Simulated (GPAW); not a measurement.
# WS2 in GPAW: relaxation of cell and atoms with PBEsol+D4

Aim: the relaxation of cell and atoms of WS2 with PBEsol+D4.

Program: GPAW 26.7.0. These are calculated values, not measurements. Logs are shortened: lines on timing, memory, paths and dates and some standing lists are left out, and cuts for length are marked. The log counts tension as positive stress, the text compression.

**1. Starting point**

The cell holds a slab with vacuum, 3 atoms: a = 3.184 Å, b = 3.184 Å, c = 16.951 Å, α = 90.00°, β = 90.00°, γ = 120.00°.

**2. Relaxation of cell and atoms, PBEsol+D4**

Input file run.py:

```python
from ase.calculators.mixing import SumCalculator
from ase.filters import FrechetCellFilter
from ase.io import write
from ase.optimize import FIRE
from ase.spacegroup import crystal
from dftd4.ase import DFTD4
from gpaw import GPAW, PW, setup_paths

setup_paths.insert(0, '.')

# W 1a
# S 2h
atoms = crystal(['W', 'S'],
                basis=[[0.0, 0.0, 0.0],
                       [0.3333333333, 0.6666666667, 0.09200051]],
                spacegroup=187, setting=1,  # P-6m2
                cellpar=[3.18351636, 3.18351636, 16.95057789, 90.0, 90.0, 120.0],
                primitive_cell=True)

calc = GPAW(mode=PW(600),
            xc='PBEsol',
            kpts={'size': (7, 7, 2), 'gamma': True},
            occupations={'name': 'fermi-dirac', 'width': 0.05},
            nbands=25,
            convergence={'density': 1e-05, 'energy': 1e-05},
            maxiter=150,
            txt='gpaw.txt')
atoms.calc = SumCalculator([calc, DFTD4(method='pbesol')])
opt = FIRE(FrechetCellFilter(atoms), trajectory='relax.traj', logfile='-')
done = opt.run(fmax=0.01, steps=60)
calc.write('gs.gpw')
write('result.traj', atoms)
print('Converged:', done)
print('Cell:', atoms.cell.cellpar().round(4))
print('Volume:', round(atoms.get_volume(), 4))
print(atoms.get_scaled_positions().round(5))
```

Potentials or basis: PAW data sets generated in the run's folder for this functional, pw.

Launch:

```
gpaw-setup -f PBEsol S W
OMP_NUM_THREADS=1 python run.py
```

gpaw.txt:

```text
__  _  _
 | _ |_)|_||  |
 |__||  | ||/\| - 26.7.0

Input parameters:
  mode=PW(ecut=600.0),
  convergence={'density': 1e-05, 'energy': 1e-05},
  kpts=MonkhorstPack(size=(7, 7, 2), gamma=True),
  maxiter=150,
  nbands=25,
  occupations=Occupations(name='fermi-dirac', width=0.05),
  xc=XC(name='PBEsol')

Diagonalizing LCAO Hamiltonian
Converting LCAO to pw mode

         S

         S

       W
[... 15 lines left out ...]
Number of symmetries: 12
Symmetry operations  # r_c * U_cc + t_c -> r_c
|    | kind |            matrix            |
|----|------|------------------------------|
|  0 |  σ   |  1, 1, 0,  0,-1, 0,  0, 0, 1 |
|  1 |  C2  |  1, 1, 0,  0,-1, 0,  0, 0,-1 |
|  2 |  E   |  1, 0, 0,  0, 1, 0,  0, 0, 1 |
|  3 |  σ   |  1, 0, 0,  0, 1, 0,  0, 0,-1 |
|  4 |  C3  |  0, 1, 0, -1,-1, 0,  0, 0, 1 |
|  5 |  S3  |  0, 1, 0, -1,-1, 0,  0, 0,-1 |
|  6 |  σ   |  0,-1, 0, -1, 0, 0,  0, 0, 1 |
|  7 |  C2  |  0,-1, 0, -1, 0, 0,  0, 0,-1 |
|  8 |  σ   | -1, 0, 0,  1, 1, 0,  0, 0, 1 |
|  9 |  C2  | -1, 0, 0,  1, 1, 0,  0, 0,-1 |
| 10 |  C3  | -1,-1, 0,  1, 0, 0,  0, 0, 1 |
| 11 |  S3  | -1,-1, 0,  1, 0, 0,  0, 0,-1 |
[... 132 lines left out ...]
SCF iterations
|iter     | |      energy | eigst |  dens |
|---------|-|-------------|-------|-------|
|iter:   1| |  -24.172746 | +0.21 |       |
|iter:   2| |  -24.128999 | -1.50 | -1.18 |
|iter:   3| |  -23.887673 | -1.56 | -1.22 |
|iter:   4| |  -23.858336 | -2.01 | -1.59 |
|iter:   5| |  -23.825800 | -2.79 | -1.74 |
|iter:   6| |  -23.825437 | -3.69 | -2.16 |
|iter:   7| |  -23.825441 | -4.60 | -3.03 |
|iter:   8| |  -23.825443c| -5.38 | -3.69 |
|iter:   9| |  -23.825443c| -5.99 | -4.34 |
|iter:  10| |  -23.825444c| -6.56 | -5.09c|
|iter:  11| |  -23.825444c| -7.04 | -5.52c|
|iter:  12| |  -23.825444c| -7.48c| -6.33c|

Converged in 12 steps
Energy contributions relative to reference atoms: (reference = -460323.169833)

Energy contributions:
  Kinetic:          12.084542
  Coulomb:         -14.766636
  Zero:              0.150264
  External:          0.000000
  Xc:              -21.293612
  Entropy:          -0.000000
  Spinorbit:         0.000000
  ----------------------------
  Free energy:     -23.825444
  Extrapolated:    -23.825444
[... 28 lines left out ...]
Gap: 2.110 eV
Transition (v -> c):
  (s=0, k=1, n=12, [0.00, 0.00, 0.50]) -> (s=0, k=4, n=13, [0.29, -0.14, 0.00])
Direct/indirect transitions are different
Direct gap: 2.440 eV
Transition at: (s=0, k=12, n=12, [0.43, 0.29, 0.00])

Stress tensor  # eV/Ang^3
|         x |         y |        z |
|-----------|-----------|----------|
|  0.009023 | -0.000000 | 0.000000 |
| -0.000000 |  0.009023 | 0.000000 |
|  0.000000 |  0.000000 | 0.002740 |

Forces  # eV/Ang
|       x |        y |        z |
|---------|----------|----------|
| 0.00000 |  0.00000 |  0.00000 |  # W    0
| 0.00000 | -0.00000 | -0.12174 |  # S    1
| 0.00000 |  0.00000 |  0.12174 |  # S    2

Diagonalizing LCAO Hamiltonian
Converting LCAO to pw mode

         S

         S

       W

Atoms  # Å, Bohr magnetons
|   | symbol |        x |         y |         z |    initial magnetic moments |
|---|--------|----------|-----------|-----------|-----------------------------|
| 0 |      W | 0.000000 | -0.000000 |  0.000000 | ( 0.0000,  0.0000,  0.0000) |
| 1 |      S | 0.000000 |  1.834214 |  1.556905 | ( 0.0000,  0.0000,  0.0000) |
| 2 |      S | 0.000000 |  1.834214 | 15.383486 | ( 0.0000,  0.0000,  0.0000) |

Unit cell  # Å
| periodic |         x |         y |         z |   lengths |     angles |
|----------|-----------|-----------|-----------|-----------|------------|
|      yes |  3.176952 |  0.000000 |  0.000000 |  3.176952 |  90.000000 |
|      yes | -1.588476 |  2.751321 | -0.000000 |  3.176952 |  90.000000 |
|      yes |  0.000000 | -0.000000 | 16.940392 | 16.940392 | 119.999994 |
[... 141 lines left out ...]
SCF iterations
|iter     | |      energy | eigst |  dens |
|---------|-|-------------|-------|-------|
|iter:   1| |  -24.176923 | +0.22 |       |
|iter:   2| |  -24.134393 | -1.50 | -1.18 |
|iter:   3| |  -23.893620 | -1.54 | -1.22 |
|iter:   4| |  -23.870322 | -1.98 | -1.59 |
|iter:   5| |  -23.830920 | -2.72 | -1.72 |
|iter:   6| |  -23.830614 | -3.69 | -2.15 |
|iter:   7| |  -23.830618 | -4.59 | -3.02 |
|iter:   8| |  -23.830620c| -5.38 | -3.66 |
|iter:   9| |  -23.830620c| -6.01 | -4.33 |
|iter:  10| |  -23.830620c| -6.60 | -5.08c|
|iter:  11| |  -23.830620c| -7.07 | -5.53c|
|iter:  12| |  -23.830620c| -7.52c| -6.32c|

Converged in 12 steps
Energy contributions relative to reference atoms: (reference = -460323.169833)

Energy contributions:
  Kinetic:          13.423212
  Coulomb:         -15.871305
  Zero:              0.148199
  External:          0.000000
  Xc:              -21.530725
  Entropy:          -0.000000
  Spinorbit:         0.000000
  ----------------------------
  Free energy:     -23.830620
  Extrapolated:    -23.830620
[... 28 lines left out ...]
Gap: 2.125 eV
Transition (v -> c):
  (s=0, k=1, n=12, [0.00, 0.00, 0.50]) -> (s=0, k=10, n=13, [0.29, -0.14, 0.00])
Direct/indirect transitions are different
Direct gap: 2.461 eV
Transition at: (s=0, k=16, n=12, [0.29, 0.29, 0.00])

Stress tensor  # eV/Ang^3
|         x |        y |         z |
|-----------|----------|-----------|
|  0.006978 | 0.000000 | -0.000000 |
|  0.000000 | 0.006978 |  0.000000 |
| -0.000000 | 0.000000 |  0.000688 |

Forces  # eV/Ang
|        x |        y |        z |
|----------|----------|----------|
| -0.00000 |  0.00000 |  0.00000 |  # W    0
|  0.00000 | -0.00000 | -0.02376 |  # S    1
|  0.00000 | -0.00000 |  0.02376 |  # S    2
[... 7 lines left out ...]
       W

Atoms  # Å, Bohr magnetons
|   | symbol |        x |         y |         z |    initial magnetic moments |
|---|--------|----------|-----------|-----------|-----------------------------|
| 0 |      W | 0.000000 | -0.000000 | -0.000000 | ( 0.0000,  0.0000,  0.0000) |
| 1 |      S | 0.000000 |  1.827265 |  1.553429 | ( 0.0000,  0.0000,  0.0000) |
| 2 |      S | 0.000000 |  1.827265 | 15.372821 | ( 0.0000,  0.0000,  0.0000) |

Unit cell  # Å
| periodic |         x |        y |         z |   lengths |     angles |
|----------|-----------|----------|-----------|-----------|------------|
|      yes |  3.164916 | 0.000001 |  0.000000 |  3.164916 |  90.000000 |
|      yes | -1.582457 | 2.740898 | -0.000000 |  3.164916 |  90.000000 |
|      yes |  0.000000 | 0.000000 | 16.926250 | 16.926250 | 119.999981 |
[... 223 lines left out ...]
       W

Atoms  # Å, Bohr magnetons
|   | symbol |        x |         y |         z |    initial magnetic moments |
|---|--------|----------|-----------|-----------|-----------------------------|
| 0 |      W | 0.000000 | -0.000000 | -0.000000 | ( 0.0000,  0.0000,  0.0000) |
| 1 |      S | 0.000001 |  1.818330 |  1.552162 | ( 0.0000,  0.0000,  0.0000) |
| 2 |      S | 0.000001 |  1.818330 | 15.367872 | ( 0.0000,  0.0000,  0.0000) |

Unit cell  # Å
| periodic |         x |        y |         z |   lengths |     angles |
|----------|-----------|----------|-----------|-----------|------------|
|      yes |  3.149438 | 0.000001 | -0.000000 |  3.149438 |  90.000000 |
|      yes | -1.574718 | 2.727494 | -0.000000 |  3.149438 |  90.000000 |
|      yes | -0.000000 | 0.000000 | 16.920034 | 16.920034 | 119.999963 |
[... 2040 lines left out ...]
SCF iterations
|iter     | |      energy | eigst |  dens |
|---------|-|-------------|-------|-------|
|iter:   1| |  -23.836596 | -6.06 |       |
|iter:   2| |  -23.836596 | -7.86c| -4.29 |
|iter:   3| |  -23.836596c| -7.59c| -4.39 |
|iter:   4| |  -23.836597c| -7.86c| -4.77 |
|iter:   5| |  -23.836598c| -8.36c| -4.98 |
|iter:   6| |  -23.836598c| -8.57c| -5.32c|

Converged in 6 steps
Energy contributions relative to reference atoms: (reference = -460323.169833)
[... 223 lines left out ...]
SCF iterations
|iter     | |      energy | eigst |  dens |
|---------|-|-------------|-------|-------|
|iter:   1| |  -23.836608 | -5.89 |       |
|iter:   2| |  -23.836608 | -7.81c| -4.03 |
|iter:   3| |  -23.836608c| -7.36 | -4.15 |
|iter:   4| |  -23.836609c| -7.81c| -4.62 |
|iter:   5| |  -23.836609c| -8.09c| -4.83 |
|iter:   6| |  -23.836610c| -8.54c| -5.23c|

Converged in 6 steps
Energy contributions relative to reference atoms: (reference = -460323.169833)
[... 223 lines left out ...]
SCF iterations
|iter     | |      energy | eigst |  dens |
|---------|-|-------------|-------|-------|
|iter:   1| |  -23.836628 | -5.66 |       |
|iter:   2| |  -23.836626 | -7.76c| -3.87 |
|iter:   3| |  -23.836625c| -7.03 | -3.99 |
|iter:   4| |  -23.836626c| -7.51c| -4.50 |
|iter:   5| |  -23.836627c| -7.80c| -4.73 |
|iter:   6| |  -23.836627c| -8.31c| -5.15c|

Converged in 6 steps
Energy contributions relative to reference atoms: (reference = -460323.169833)
[... 223 lines left out ...]
SCF iterations
|iter     | |      energy | eigst |  dens |
|---------|-|-------------|-------|-------|
|iter:   1| |  -23.836654 | -5.48 |       |
|iter:   2| |  -23.836651 | -7.53c| -3.76 |
|iter:   3| |  -23.836649c| -6.81 | -3.88 |
|iter:   4| |  -23.836649c| -7.96c| -4.40 |
|iter:   5| |  -23.836650c| -7.87c| -4.66 |
|iter:   6| |  -23.836651c| -8.13c| -5.06c|

Converged in 6 steps
Energy contributions relative to reference atoms: (reference = -460323.169833)
[... 2413 lines left out ...]
Forces  # eV/Ang
|        x |        y |        z |
|----------|----------|----------|
| -0.00000 |  0.00000 | -0.00000 |  # W    0
|  0.00000 | -0.00000 |  0.05114 |  # S    1
|  0.00000 | -0.00000 | -0.05114 |  # S    2

# Writing to gs.gpw (mode='')
```

Wall time 17 min (1 thread of AMD EPYC 7R13 (Zen 3), shared host); peak memory 0.5 GiB.

What came out:

| Quantity | Value |
| --- | --- |
| Free energy | -24.3646 eV |
| Relaxed volume | 47.99 Å³/atom |
| Relaxed cell | a = 3.129 Å, b = 3.129 Å, c = 16.980 Å, α = 90.00°, β = 90.00°, γ = 120.00° |
| Space group after relaxing (to 0.05 Å) | P-6m2 (No. 187) |
| Energy gained by relaxing | 9.8 meV/atom |
| Ionic steps | 25 |
| Largest force after relaxing | 0.010 eV/Å |
| Band gap on the k mesh | 2.25 eV, indirect (least direct gap 2.63 eV) |
| Dispersion energy per atom | -0.176 eV |

Forces on the atoms (eV/Å):
```
W    0.000  0.000  0.000
S    0.000  0.000  0.010
S    0.000  0.000 -0.010
```

The path:
| step | energy change (eV) | largest force (eV/Å) | pressure (GPa) | volume (Å³) |
| --- | --- | --- | --- | --- |
| 1 | 0.0000 | 0.1620 | -1.53 | 148.77 |
| 2 | -0.0075 | 0.0642 | -1.20 | 148.07 |
| 3 | -0.0169 | 0.0950 | -0.64 | 146.83 |
| 4 | -0.0229 | 0.2392 | 0.00 | 145.34 |
| 5 | -0.0256 | 0.2743 | 0.44 | 144.02 |
| 6 | -0.0270 | 0.1708 | 0.55 | 143.11 |
| 7 | -0.0273 | 0.1542 | 0.50 | 143.16 |
| 8 | -0.0279 | 0.1219 | 0.42 | 143.28 |
| 9 | -0.0285 | 0.0778 | 0.30 | 143.43 |
| 10 | -0.0289 | 0.0263 | 0.16 | 143.62 |
| 11 | -0.0291 | 0.0266 | 0.01 | 143.83 |
| 12 | -0.0291 | 0.0261 | 0.01 | 143.83 |
| 13 | -0.0291 | 0.0251 | 0.01 | 143.83 |
| 14 | -0.0291 | 0.0236 | 0.02 | 143.83 |
| 15 | -0.0291 | 0.0222 | 0.02 | 143.84 |
| 16 | -0.0291 | 0.0199 | 0.02 | 143.84 |
| 17 | -0.0292 | 0.0174 | 0.02 | 143.84 |
| 18 | -0.0292 | 0.0146 | 0.03 | 143.85 |
| 19 | -0.0292 | 0.0112 | 0.03 | 143.85 |
| 20 | -0.0292 | 0.0074 | 0.03 | 143.86 |
| 21 | -0.0292 | 0.0033 | 0.03 | 143.87 |
| 22 | -0.0292 | 0.0009 | 0.04 | 143.88 |
| 23 | -0.0293 | 0.0048 | 0.03 | 143.90 |
| 24 | -0.0293 | 0.0080 | 0.03 | 143.93 |
| 25 | -0.0293 | 0.0095 | 0.02 | 143.96 |

Final structure:
```
CELL_PARAMETERS angstrom
3.12889 0.00000 0.00000
-1.56444 2.70970 0.00000
0.00000 0.00000 16.97982
ATOMIC_POSITIONS crystal
W 0.00000 0.00000 0.00000
S 0.33333 0.66667 0.09251
S 0.33333 0.66667 0.90749
```

Caveat: later steps reuse the first step's grids; spin-orbit coupling is left out, which moves the levels of the heavy elements.
